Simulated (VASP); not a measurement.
# Sn (I4_1/amd) in VASP: further runs

The runs below take Sn through relaxation of shape and atoms at fixed volume, with PBE.

Everything below comes from runs of VASP 6.6.1. Logs are shortened: lines on timing, memory, paths and dates and some standing lists are left out, and cuts for length are marked.

## 1. The undisturbed crystal

The structure is tetragonal, space group I4_1/amd (No. 141). The conventional cell has a = 5.839 Å, b = 5.839 Å, c = 3.188 Å, α = 90.00°, β = 90.00°, γ = 90.00°. Sn (site symmetry -4m2) is surrounded by 6 Sn at 3.03 to 3.19 Å.

## 2. Relaxation of shape and atoms at fixed volume, PBE (a relaxed cell with its volume scaled by 0.96)

Input file INCAR:

```
PREC = Accurate
ENCUT = 300
EDIFF = 1E-7
ISMEAR = 0
SIGMA = 0.03
LREAL = False
LASPH = True
NELM = 80
ALGO = Normal
ISIF = 4
LWAVE = False
LCHARG = False
GGA = PE
IBRION = 2
NSW = 40
EDIFFG = -0.01
```

Input file KPOINTS:

```
Automatic mesh
0
Gamma
  6 6 6
```

Input file POSCAR:

```
Sn                                      
1.0
   -2.9370906910      2.9370906910      1.5742938938
    2.9370906910     -2.9370906910      1.5742938938
    2.9370906910      2.9370906910     -1.5742938938
  Sn            
     2
Direct
     0.0000000000000000    0.0000000000000000    0.0000000000000000
     0.7500000000000000    0.2500000000000000    0.5000000000000000
```

Potentials or basis: VASP PAW PBE potentials, release 64 (Sn).

On the command line:

```
$ cat potpaw_PBE.64/Sn/POTCAR > POTCAR
$ mpirun -np 1 vasp_std > vasp.out
```

OUTCAR:

```text
PREC = Accurate
   ENCUT = 300
   EDIFF = 1E-7
   ISMEAR = 0
   LREAL = False
   LASPH = True
   NELM = 80
   ISIF = 4
   GGA = PE
   IBRION = 2
   NSW = 40
   EDIFFG = -0.01

 ion  position               nearest neighbor table
   1  0.000  0.000  0.000-   2 3.04   2 3.04   2 3.04   2 3.04
   2  0.750  0.250  0.500-   1 3.04   1 3.04   1 3.04   1 3.04

  LATTYP: Found a body centered tetragonal cell.
 ALAT       =     5.8741813820
 C/A-ratio  =     0.5360045226

  Lattice vectors:

 A1 = (  -2.9370906910,   2.9370906910,   1.5742938938)
 A2 = (   2.9370906910,  -2.9370906910,   1.5742938938)
 A3 = (   2.9370906910,   2.9370906910,  -1.5742938938)

Analysis of symmetry for initial positions (statically):
=====================================================================
 Subroutine PRICEL returns:
 Original cell was already a primitive cell.

 Routine SETGRP: Setting up the symmetry group for a
 body centered tetragonal supercell.

 Subroutine GETGRP returns: Found 16 space group operations
 (whereof  8 operations were pure point group operations)
 out of a pool of 16 trial point group operations.

The static configuration has the point symmetry D_2d.
 The point group associated with its full space group is D_4h.

Analysis of symmetry for dynamics (positions and initial velocities):
=====================================================================
 Subroutine PRICEL returns:
 Original cell was already a primitive cell.

 Routine SETGRP: Setting up the symmetry group for a
 body centered tetragonal supercell.

 Subroutine GETGRP returns: Found 16 space group operations
 (whereof  8 operations were pure point group operations)
 out of a pool of 16 trial point group operations.

The dynamic configuration has the point symmetry D_2d.
 The point group associated with its full space group is D_4h.

 Subroutine INISYM returns: Found 16 space group operations
 (whereof  8 operations are pure point group operations),
 and found     1 'primitive' translations

[... 152 lines left out ...]
  -------------------------------------------------------------------------------------
  Total        0.7036367      0.7036367      0.7934196      0.0000000      0.0000000      0.0000000
  in kB       20.7528874     20.7528874     23.4009244      0.0000000      0.0000000      0.0000000
  external PRESSURE =      21.6355664 kB  Pullay stress =       0.0000000 kB

 VOLUME and BASIS-vectors are now :
 -----------------------------------------------------------------------------
  energy-cutoff  :      300.00
  volume of cell :       54.32
      direct lattice vectors                 reciprocal lattice vectors
    -2.937090691  2.937090691  1.574293894     0.000000000  0.170236487  0.317602706
     2.937090691 -2.937090691  1.574293894     0.170236487  0.000000000  0.317602706
     2.937090691  2.937090691 -1.574293894     0.170236487  0.170236487  0.000000000

 POSITION                                       TOTAL-FORCE (eV/Angst)
 -----------------------------------------------------------------------------------
      0.00000      0.00000      0.00000         0.000000      0.000000     -0.000000
      0.00000      2.93709      0.78715        -0.000000     -0.000000      0.000000
 -----------------------------------------------------------------------------------
    total drift:                               -0.000000     -0.000000     -0.000000

  FREE ENERGIE OF THE ION-ELECTRON SYSTEM (eV)
  ---------------------------------------------------
  free  energy   TOTEN  =        -7.5636707898 eV

  energy  without entropy=       -7.5628397040  energy(sigma->0) =       -7.56325525

--------------------------------------- Ionic step        2  -------------------------------------------

 number of electron       8.0000000 magnetization

 Free energy of the ion-electron system (eV)
  ---------------------------------------------------
  ext. energy  EPLUGINS =         0.00000000
  ---------------------------------------------------
  free energy    TOTEN  =        -7.56373555 eV

  energy without entropy =       -7.56296368  energy(sigma->0) =       -7.56334962

 E-fermi :   5.4044     XC(G=0): -10.1462

 val. band max:        5.4021555940   @ k =  -0.1667  -0.1667   0.1667
 cond. band min:       5.4121186295   @ k =  -0.1667   0.3333   0.1667
 fundamental gap:      0.0099630355
 Fermi energy:         5.4043553409

 k-point     1 :       0.0000    0.0000    0.0000
  band No.  band energies     occupation
      1      -5.8650      2.00000
      2       1.4884      2.00000
      3       3.2376      2.00000
      4       3.2376      2.00000
      5       8.1856      0.00000
      6      11.3847      0.00000
      7      11.3847      0.00000
      8      12.3254      0.00000
[... 243 lines left out ...]
 k-point    24 :      -0.1667   -0.3333    0.1667
  band No.  band energies     occupation
      1      -2.0320      2.00000
      2       1.1869      2.00000
      3       2.2825      2.00000
      4       4.0267      2.00000
      5       4.5729      2.00000
      6       5.4977      0.00001
      7       8.3131      0.00000
      8       9.3380      0.00000

 [... further k-points ...]
[... 5 lines left out ...]
  --------------------------------------------------------------------------------------
  -------------------------------------------------------------------------------------
  Total        0.7342714      0.7342714      0.7303047      0.0000000      0.0000000      0.0000000
  in kB       21.6564211     21.6564211     21.5394287      0.0000000      0.0000000      0.0000000
  external PRESSURE =      21.6174237 kB  Pullay stress =       0.0000000 kB

 VOLUME and BASIS-vectors are now :
 -----------------------------------------------------------------------------
  energy-cutoff  :      300.00
  volume of cell :       54.32
      direct lattice vectors                 reciprocal lattice vectors
    -2.934971949  2.934971949  1.576567664     0.000000000  0.170359379  0.317144650
     2.934971949 -2.934971949  1.576567664     0.170359379  0.000000000  0.317144650
     2.934971949  2.934971949 -1.576567664     0.170359379  0.170359379  0.000000000

 POSITION                                       TOTAL-FORCE (eV/Angst)
 -----------------------------------------------------------------------------------
     -2.93497      2.93497      1.57657        -0.000000      0.000000     -0.000000
      0.00000      2.93497      0.78828         0.000000     -0.000000      0.000000
 -----------------------------------------------------------------------------------
    total drift:                               -0.000000     -0.000000      0.000000

  FREE ENERGIE OF THE ION-ELECTRON SYSTEM (eV)
  ---------------------------------------------------
  free  energy   TOTEN  =        -7.5637355458 eV

  energy  without entropy=       -7.5629636846  energy(sigma->0) =       -7.56334962

 reached required accuracy - stopping structural energy minimisation
```

Wall time 14 s (1 thread of Intel Xeon Platinum 8259CL at 2.50GHz (Skylake/Cascade Lake), shared host); peak memory 0.15 GiB.

What came out:

- Free energy: -7.5637 eV
- Energy gained by relaxing: 0.0 meV/atom
- Ionic steps: 2
- Pressure after relaxing: 2.2 GPa
- Band gap on the k mesh: none (metal or under the smearing width)

Final structure:
```xyz
2
Lattice="-2.9350 2.9350 1.5766 2.9350 -2.9350 1.5766 2.9350 2.9350 -1.5766" Properties=species:S:1:pos:R:3 pbc="T T T"
Sn   -2.9350    2.9350    1.5766
Sn    0.0000    2.9350    0.7883
```

Levels at points of the mesh, in eV from the Fermi level:
```csv
k point,band 1,band 2,band 3,band 4,band 5,band 6,band 7,band 8
"(0.00, 0.00, 0.00)",-11.27,-3.92,-2.17,-2.17,2.78,5.98,5.98,6.92
"(0.50, 0.00, 0.00)",-6.98,-5.48,-2.47,-1.90,-1.22,2.13,2.71,4.52
"(0.50, 0.50, 0.00)",-9.06,-9.06,0.39,0.39,1.33,1.33,6.11,6.11
"(0.50, 0.50, 0.50)",-7.78,-7.78,-4.96,-4.96,5.16,5.16,9.08,9.08
```

Caveat: the k mesh is coarse (spacing up to 0.38 Å⁻¹), so the values aren't converged.

## 3. Relaxation of shape and atoms at fixed volume, PBE (a relaxed cell with its volume scaled by 0.98)

INCAR is that of step 2.

KPOINTS is that of step 2.

Input file POSCAR:

```
Sn                                      
1.0
   -2.9573471289      2.9573471289      1.5851514361
    2.9573471289     -2.9573471289      1.5851514361
    2.9573471289      2.9573471289     -1.5851514361
  Sn            
     2
Direct
     0.0000000000000000    0.0000000000000000    0.0000000000000000
     0.7500000000000000    0.2500000000000000    0.5000000000000000
```

Potentials or basis: VASP PAW PBE potentials, release 64 (Sn).

On the command line:

```
$ cat potpaw_PBE.64/Sn/POTCAR > POTCAR
$ mpirun -np 1 vasp_std > vasp.out
```

Run time: 14 s. Hardware: 1 thread of Intel Xeon Platinum 8259CL at 2.50GHz (Skylake/Cascade Lake), shared host; peak memory 0.15 GiB.

It converged, with:

* Free energy: -7.5748 eV
* Energy gained by relaxing: 0.0 meV/atom
* Ionic steps: 2
* Pressure after relaxing: 1.0 GPa
* Band gap on the k mesh: none (metal or under the smearing width)

Final structure:
```
Sn
1.0
    -2.95616    2.95616    1.58642
     2.95616   -2.95616    1.58642
     2.95616    2.95616   -1.58642
Sn
2
Direct
  0.00000 0.00000 0.00000
  0.75000 0.25000 0.50000
```

Levels at points of the mesh, in eV from the Fermi level:
| k point | band 1 | band 2 | band 3 | band 4 | band 5 | band 6 | band 7 | band 8 |
| --- | --- | --- | --- | --- | --- | --- | --- | --- |
| (0.00, 0.00, 0.00) | -11.11 | -3.98 | -2.11 | -2.11 | 2.82 | 5.88 | 5.88 | 6.80 |
| (0.50, 0.00, 0.00) | -6.92 | -5.41 | -2.48 | -1.85 | -1.17 | 2.15 | 2.66 | 4.42 |
| (0.50, 0.50, 0.00) | -8.94 | -8.94 | 0.39 | 0.39 | 1.29 | 1.29 | 6.04 | 6.04 |
| (0.50, 0.50, 0.50) | -7.72 | -7.72 | -4.83 | -4.83 | 5.11 | 5.11 | 8.88 | 8.88 |

Caveat: the k mesh is coarse (spacing up to 0.37 Å⁻¹), so the values aren't converged.
